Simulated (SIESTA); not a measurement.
GaN:

```xyz
2
Lattice="0.0000 2.2535 2.2535 2.2535 0.0000 2.2535 2.2535 2.2535 0.0000" Properties=species:S:1:pos:R:3 pbc="T T T"
Ga    0.0000    0.0000    0.0000
N     1.1268    1.1268    1.1268
```

The cell is a database's computed one.

Base run:

| Property | Result |
| --- | --- |
| Program | SIESTA 5.4.2 |
| Functional | PBE |
| Potentials or basis | PseudoDojo 0.4 standard (PBE files) |
| Basis | DZ (energy shift 0.003 Ry; two zetas on semicore shells) |
| Grid cutoff | 800 Ry |
| Energy shift | 0.003 Ry |
| k mesh | 10 × 10 × 10 |
| Occupations | fermi-dirac, width 0.05 eV |
| Spin | no spin polarisation |

Its results: band gap on the k mesh 1.82 eV, direct; pressure 7.9 GPa.

Task: The run is repeated on the same cell with these changes: basis from DZ (energy shift 0.003 Ry; two zetas on semicore shells) to SZP (energy shift 0.003 Ry). What comes out?

Result: Band gap on the k mesh 1.99 eV, direct; pressure 10.8 GPa.

Caveats: the basis of atomic orbitals isn't converged, which shifts pressures, moduli and gaps; the basis has no polarisation orbitals (some runs).
